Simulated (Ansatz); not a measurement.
Input of an Ansatz 0.2.0 run:

Contents of input.yaml:

```yaml
crystal:
  lattice:
    - [-1.44279332, 1.44279332, 1.37608145]
    - [1.44279332, -1.44279332, 1.37608145]
    - [1.44279332, 1.44279332, -1.37608145]
  atoms:
    - { symbol: Cu, position: [0.0, 0.0, 0.0] }
hamiltonian:
  xc: pbe
  pseudopotentials: { kind: paw }
kpoints:
  mp_grid: { grid: [13, 13, 13] }
scf:
  occupations: { method: gaussian, width: 0.021 }
output:
  forces: true
  stress: true
  eigenvalues: true
```

Potentials or basis: Ansatz PAW.

The run is started by

```sh
$ ansatz run input.yaml --threads 2 --pin off --max-ram 5632MiB --backend cpu --events-out ev --progress --plain --runs-dir out
```

Q: Predict the band gap on the k mesh.

A: None (metal or under the smearing width).

Q: Estimate the pressure.

A: 7.2 GPa.

Stress tensor (GPa, compression positive):
```
7.14 0.00 0.00
0.00 7.14 0.00
0.00 0.00 7.42
```
